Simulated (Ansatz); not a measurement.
The system is Te2Mo.

```
Te Mo
1.0
     3.51820    0.00000    0.00000
    -1.75910    3.04685    0.00000
     0.00000    0.00000   13.97360
Te Mo
4 2
Direct
  0.66667 0.33333 0.37900
  0.33333 0.66667 0.87900
  0.66667 0.33333 0.12100
  0.33333 0.66667 0.62100
  0.66667 0.33333 0.75000
  0.33333 0.66667 0.25000
```

* Program: Ansatz 0.2.0
* Task: relaxation of cell and atoms
* Functional: revPBE
* Dispersion: D3(BJ)
* Potentials or basis: Ansatz PAW
* Cutoff: 420 eV (not typed: the program's choice for these potentials)
* k mesh: 9 × 9 × 2
* Occupations: fermi-dirac, width 0.05 eV
* Spin: no spin polarisation

At the start: volume 24.96 Å³/atom.

Q: How do energy, volume and symmetry change on relaxing?

A: It ends after 6 steps and the volume is 23.18 Å³/atom (-7.2 %); space group P6_3/mmc (No. 194, to 0.05 Å).

Step by step:
```
step  energy change (eV)  largest force (eV/Å)  volume (Å³)
   1              0.0000                0.2145       149.79
   2             -0.1100                0.0402       142.11
   3             -0.1222                0.0825       137.77
   4             -0.1236                0.1082       138.77
   5             -0.1255                0.0015       139.07
   6             -0.1232                0.0017       139.07
```

Final structure:
```
CELL_PARAMETERS angstrom
3.46192 0.00000 0.00000
-1.73096 2.99811 0.00000
0.00000 0.00000 13.39870
ATOMIC_POSITIONS crystal
Te 0.66667 0.33333 0.38614
Te 0.33333 0.66667 0.88614
Te 0.66667 0.33333 0.11386
Te 0.33333 0.66667 0.61386
Mo 0.66667 0.33333 0.75000
Mo 0.33333 0.66667 0.25000
```

Caveat: the plane-wave basis is chosen anew once the cell has moved, so the energies of steps on either side of that aren't comparable; the PAW data sets come from PBE, with cores solved anew for the run's functional, which leaves a small shift of forces and pressure.
